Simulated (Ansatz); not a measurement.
Relaxation of FePt

Theory: DFT PBE, scalar-relativistic, plane waves, PAW in Ansatz. Settings: 420 eV cutoff, 18×18×14 k-mesh, Gaussian smearing of 0.10 eV, collinear spin.

What was changed: uniaxial strain along c, with a, b and atoms relaxed: -1.0 %.

Spin-orbit coupling is left out, which matters for the bands and energies of heavy elements.

Command:

```bash
ansatz run input.yaml --threads 1 --pin off --max-ram 2560MiB --backend cpu --events-out ev --progress --plain --runs-dir out
```

Input:

```yaml
crystal:
  lattice:
    - [2.7358381236, 0.0, 0.0]
    - [0.0, 2.7358381236, 0.0]
    - [0.0, 0.0, 3.7287613545]
  atoms:
    - { symbol: Fe, position: [0.0, 0.0, 0.0], spin: 3.28 }
    - { symbol: Pt, position: [0.5, 0.5, 0.5], spin: 0.42 }
basis:
  ecutwfc: 420
kpoints:
  mp_grid: { grid: [18, 18, 14] }
hamiltonian:
  xc: pbe
scf:
  occupations: { method: gaussian, width: 0.1 }
output:
  forces: true
  stress: true
  eigenvalues: true
  populations: true
magnetization:
  spin_polarized: true
relax:
  adjacent_minimum: "off"
  f_tol: 0.008
  max_steps: 40
  cell: { stress_tol: 0.015, fix: [c, angles] }
```

F is the free energy. Steps run on the plane waves of an earlier cell, but the last one, and at times one on the way, on a freshly chosen basis, so a repeated geometry can differ a little in energy. The held parts of the cell keep their stress, so P needn't end at zero.

Steps:

```
step F − F(1) (eV) largest force component (eV/Å) V (Å³/atom) P (GPa)
   1         0.0000                           0.000       13.955     1.03
   2         0.0000                           0.000       13.989     0.53
   3         0.0000                           0.000       13.980     0.67
   4        -0.0001                           0.000       13.980     0.67
```

Relaxed structure:

```yaml
crystal:
  lattice:
    - [2.73829, 0.00000, 0.00000]
    - [0.00000, 2.73829, 0.00000]
    - [0.00000, 0.00000, 3.72876]
  atoms:
    - { symbol: Fe, position: [0.00000, 0.00000, 0.00000] }
    - { symbol: Pt, position: [0.50000, 0.50000, 0.50000] }
```

The structure is tetragonal, space group P4/mmm (No. 123). The conventional cell has a = 2.738 Å, b = 2.738 Å, c = 3.729 Å, α = 90.00°, β = 90.00°, γ = 90.00°. Fe (site symmetry 4/mmm) has 8 Pt at 2.69 Å and 4 Fe at 2.74 Å as nearest neighbours. Pt (site symmetry 4/mmm) is surrounded by 8 Fe at 2.69 Å and 4 Pt at 2.74 Å.

The run converged. It took 5.8 min on 1 thread of AMD EPYC (Zen 3), with other jobs on the host, peak memory 0.74 GiB.